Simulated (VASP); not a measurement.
Crystal: GaAs.

```
As Ga
1.0
     0.00000    2.82685    2.82685
     2.82685    0.00000    2.82685
     2.82685    2.82685    0.00000
As Ga
1 1
Cartesian
  4.2403 4.2403 4.2403
  0.0000 0.0000 0.0000
```

```yaml
Program: VASP 6.6.1
Task: relaxation of cell and atoms
Functional: PBE
Potentials_or_basis: VASP PAW PBE potentials, release 54 (As, Ga)
Cutoff: 900 eV
k_mesh: 8 × 8 × 8
Occupations: fermi-dirac, width 0.05 eV
Spin: no spin polarisation
```

At the start: pressure 4.0 GPa; volume 22.59 Å³/atom.

Question: How do energy, volume and symmetry change on relaxing?

Answer: Over 3 steps the energy falls by 15.7 meV/atom and the volume is 23.91 Å³/atom (+5.8 %); space group F-43m (No. 216, to 0.05 Å).

Step by step:
| step | energy change (eV) | largest force (eV/Å) | pressure (GPa) | volume (Å³) |
| --- | --- | --- | --- | --- |
| 1 | 0.0000 | 0.0000 | 4.03 | 45.18 |
| 2 | -0.0262 | 0.0000 | -1.37 | 49.00 |
| 3 | -0.0314 | 0.0000 | 0.01 | 47.82 |

Final structure:
```xyz
2
Lattice="0.0000 2.8809 2.8809 2.8809 0.0000 2.8809 2.8809 2.8809 0.0000" Properties=species:S:1:pos:R:3 pbc="T T T"
As    4.3214    4.3214    4.3214
Ga    0.0000    0.0000    0.0000
```
